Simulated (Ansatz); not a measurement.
System: cubic perovskite LaAlO₃ (cubic high-temperature phase). Method: BLYP (Ansatz, a quantum-chemistry and plane-wave program, PAW).

Settings: plane-wave cutoff 520 eV, 10×10×10 k mesh, Fermi–Dirac smearing 0.01 eV, scalar-relativistic PAW data made under PBE.

Results at a series of volumes:

| V (Å³/atom) | E − E_lowest (meV/atom) |
|---|---|
| 10.726 | 26.09 |
| 10.954 | 11.18 |
| 11.182 | 2.70 |
| 11.410 | 0.00 |
| 11.639 | 2.50 |
| 11.867 | 9.69 |
| 12.095 | 21.09 |

Question: Estimate the bulk modulus and its pressure derivative from these points.

Answer: V0 = 11.411 Å³/atom, B0 = 182 GPa, B′ = 4.2 (fit to the energies at full precision).

Measured, for comparison: bulk modulus 215 ± 4 GPa (room temperature, no zero-point or thermal correction, cubic phase above 14 GPa, extrapolated to zero pressure; as tabulated in Guennou et al. (2011), arXiv:1105.1276). Computed (rounded) less measured: bulk modulus -15 %.

Note: the relaxation could not lower the start's symmetry, so the cell can be a saddle point above a distorted one.

Spin–orbit coupling is not included.

Cost on a shared machine: around 60 core-seconds (rough).
